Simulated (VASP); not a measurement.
# Hf: molecular dynamics with the cell free or held by constraints

Hf, P6_3/mmc (no. 194), 8 atoms in the cell. PBE, constrained or biased molecular dynamics; PAW potentials Hf (PBE set).

| Held coordinates | Spread of the volume (Å³) | Time (s) |
|---|---|---|
| none | 0.55 | 79 |
| volume held, shape free | 0.00 | 62 |
| angles held, lengths free | 0.19 | 69 |

Limits: each run has its own random start, so only a spread that vanishes tells of a constraint; the run is only 0.12 ps long, so its averages are rough.

## Input of the first row

INCAR:
```
SYSTEM = Hf
ALGO     = Normal         ! electronic algorithm
EDIFF    = 1E-5           ! SCF threshold, eV
ENCUT    = 300            ! plane-wave cutoff, eV
IBRION   = 0              ! ionic algorithm
ISIF     = 3              ! what is computed and relaxed
ISMEAR   = 1              ! smearing method
ISYM     = 0            
LANGEVIN_GAMMA= 10           
LANGEVIN_GAMMA_L= 10           
LCHARG   = .FALSE.        ! write CHGCAR
LREAL    = .FALSE.        ! projectors in reciprocal space
LWAVE    = .FALSE.        ! write WAVECAR
MDALGO   = 3            
NELMIN   = 4            
NSW      = 60             ! ionic steps
PMASS    = 1000         
POTIM    = 2.0            ! step
PREC     = Normal         ! precision mode
RANDOM_SEED= 329321 0 0   
SIGMA    = 0.2            ! smearing width, eV
TEBEG    = 300           
```

KPOINTS:
```
k-points
0
Gamma
  3 3 3
```

POSCAR:
```
Hf
1.0
    6.3934000000      0.0000000000      0.0000000000
   -3.1967000000      5.5368468166      0.0000000000
    0.0000000000      0.0000000000      5.0578000000
Hf
8
Direct
    0.3333333350      0.1666666650      0.7500000000
    0.3333333350      0.6666666650      0.7500000000
    0.8333333350      0.1666666650      0.7500000000
    0.8333333350      0.6666666650      0.7500000000
    0.1666666650      0.3333333350      0.2500000000
    0.1666666650      0.8333333350      0.2500000000
    0.6666666650      0.3333333350      0.2500000000
    0.6666666650      0.8333333350      0.2500000000
```

Commands:
```
cat potpaw_PBE.64/Hf/POTCAR > POTCAR
mpirun -np 4 vasp_std > vasp.out
```

ICONST of row 3:
```
LA 1 2 0
LA 1 3 0
LA 2 3 0
```

VASP 6.6.1 took 79 s on 4 cores (Intel Xeon 6975P-C (Granite Rapids)), a shared host.
